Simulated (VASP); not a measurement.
## Pb under changes of volume

One of the cells (31.654 Å³/atom); the others are scaled copies at fixed shape and fractional positions:

```
Pb
1.0
    -1.99277    1.99277    1.99277
     1.99277   -1.99277    1.99277
     1.99277    1.99277   -1.99277
Pb
1
Direct
  0.00000 0.00000 0.00000
```

This isn't the form of Pb at room conditions, which is fcc.

- Program: VASP 6.6.1
- Functional: PBEsol
- Potentials or basis: VASP PAW PBE potentials, release 64 (Pb_d)
- Cutoff: 520 eV
- k mesh: 9 × 9 × 9
- Occupations: fermi-dirac, width 0.05 eV
- Spin: no spin polarisation

```tsv
volume (Å³/atom)	energy over the lowest point (meV/atom)	pressure (GPa)
29.172	1.07	0.7
29.792	0.00	-0.3
30.413	2.92	-1.2
31.654	18.71	-2.7
32.275	30.65	-3.3
32.896	?	?
```

What does the run at 32.896 Å³/atom give?

Energy over the lowest point 44.75 meV/atom; pressure -3.8 GPa.

Worked out: A Birch-Murnaghan fit of order 3 (a polynomial in V^(-2/3)) to the other rows has its minimum at 29.64 Å³/atom with B0 = V·E''(V) = 51 GPa and B' = 6.0. It gives 44.79 meV/atom at 32.896 Å³/atom, against the run's 44.75, and -dE/dV = -3.9 GPa, against -3.8.

Energies are extrapolated to zero smearing.

Caveats: the PAW data sets were made with another functional, which shifts forces and pressure a little.
